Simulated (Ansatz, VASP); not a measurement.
Given: the input of a run of Ansatz 0.2.0 on BeTe.

Contents of input.yaml:

```yaml
crystal:
  lattice:
    - [0.0, 2.77, 2.77]
    - [2.77, 0.0, 2.77]
    - [2.77, 2.77, 0.0]
  atoms:
    - { symbol: Te, position: [0.75, 0.75, 0.75] }
    - { symbol: Be, position: [0.0, 0.0, 0.0] }
hamiltonian:
  xc: lda
  pseudopotentials: { kind: paw }
kpoints:
  mp_grid: { grid: [8, 8, 8] }
scf:
  occupations: { method: gaussian, width: 0.02 }
output:
  forces: true
  stress: true
  eigenvalues: true
```

Potentials or basis: Ansatz PAW.

Run with:

```bash
$ ansatz run input.yaml --threads 2 --pin off --max-ram 5632MiB --backend cpu --events-out ev --progress --plain --runs-dir out
```

Translate it to VASP 6.6.1. Potentials there: VASP PAW LDA potentials, release 64 (Te, Be).

As run (the cutoff follows the program's own potentials):

Contents of run.py:

```python
from ase import Atoms
from ase.calculators.vasp import Vasp
from ase.dft.bandgap import bandgap

atoms = Atoms(
    ['Te', 'Be'],
    cell=[[0.0, 2.77, 2.77], [2.77, 0.0, 2.77], [2.77, 2.77, 0.0]],
    scaled_positions=[[0.75, 0.75, 0.75], [0.0, 0.0, 0.0]],
    pbc=True,
)
calc = Vasp(
    directory='calc',
    xc='lda',
    pp='LDA',
    setups='recommended',
    prec='Accurate',
    encut=520,
    ediff=1e-07,
    ismear=0,
    sigma=0.02,
    lreal=False,
    lasph=True,
    nelm=60,
    algo='Normal',
    isif=2,
    lwave=False,
    lcharg=False,
    kpts=[8, 8, 8],
    gamma=True,
)
atoms.calc = calc

print('energy (eV):', atoms.get_potential_energy())
print('free energy (eV):', atoms.get_potential_energy(force_consistent=True))
print('forces (eV/A):')
print(atoms.get_forces())
print('stress (eV/A^3, Voigt):', atoms.get_stress())
print('Fermi level (eV):', calc.get_fermi_level())
gap, top, bottom = bandgap(calc)
print('band gap (eV):', gap, 'from (spin, k, band)', top, 'to', bottom)
```

Potentials or basis: VASP PAW LDA potentials, release 64 (Te, Be).

Launch:

```bash
$ python run.py
```

Both were run:

|  | VASP | Ansatz | Ansatz less VASP |
| --- | --- | --- | --- |
| gap on the k mesh at the Fermi level (eV) | 1.75 | 1.77 | +0.021 |
| least direct gap on the mesh (eV) | 3.54 | 3.58 | +0.038 |
| pressure (GPa) | 0.8 | 0.5 | -0.28 |

The two sets of potentials don't hold the same shells in valence.

Caveats: spin-orbit coupling is left out, which moves the levels of the heavy elements; the PAW data sets come from PBE, with cores solved anew for the run's functional, which leaves a small shift of forces and pressure (Ansatz). A k mesh can miss the band edges.
